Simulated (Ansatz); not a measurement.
Write the native input for Ansatz 0.2.0 that does the following.

```
Task                : single point
Functional          : PBE
Potentials or basis : all-electron LAPW, scalar-relativistic
Cutoff              : 316 eV (chosen from the basis error)
Basis error allowed : 0.001 eV/atom
k mesh              : 8 × 8 × 8
Occupations         : gaussian, width 0.013 eV
Spin                : no spin polarisation
```

The system is Ge.

```
Ge
1.0
     0.00000    2.82891    2.82891
     2.82891    0.00000    2.82891
     2.82891    2.82891    0.00000
Ge
2
Cartesian
  4.2434 4.2434 4.2434
  2.8289 2.8289 2.8289
```

These files were run (other wordings do the same):

input.yaml

```yaml
crystal:
  lattice:
    - [0.0, 2.82891, 2.82891]
    - [2.82891, 0.0, 2.82891]
    - [2.82891, 2.82891, 0.0]
  atoms:
    - { symbol: Ge, position: [0.75, 0.75, 0.75] }
    - { symbol: Ge, position: [0.5, 0.5, 0.5] }
kpoints:
  mp_grid: { grid: [8, 8, 8] }
scf:
  occupations: { method: gaussian, width: 0.013 }
hamiltonian:
  xc: pbe
  pseudopotentials: { kind: all_electron, lapw: { basis_error: 0.001 } }
output:
  forces: true
  stress: true
  eigenvalues: true
```

Potentials or basis: all-electron LAPW, scalar-relativistic.

Run with:

```console
$ ansatz run input.yaml --threads 1 --pin off --max-ram 3072MiB --backend cpu --events-out ev --progress --plain --runs-dir out
```

It gave:

The pressure is 3.6 GPa and the band gap on the k mesh is 0.04 eV, direct.

It took 15 s on 1 thread of Arm Neoverse N1, on a shared host, peak memory 0.28 GiB.
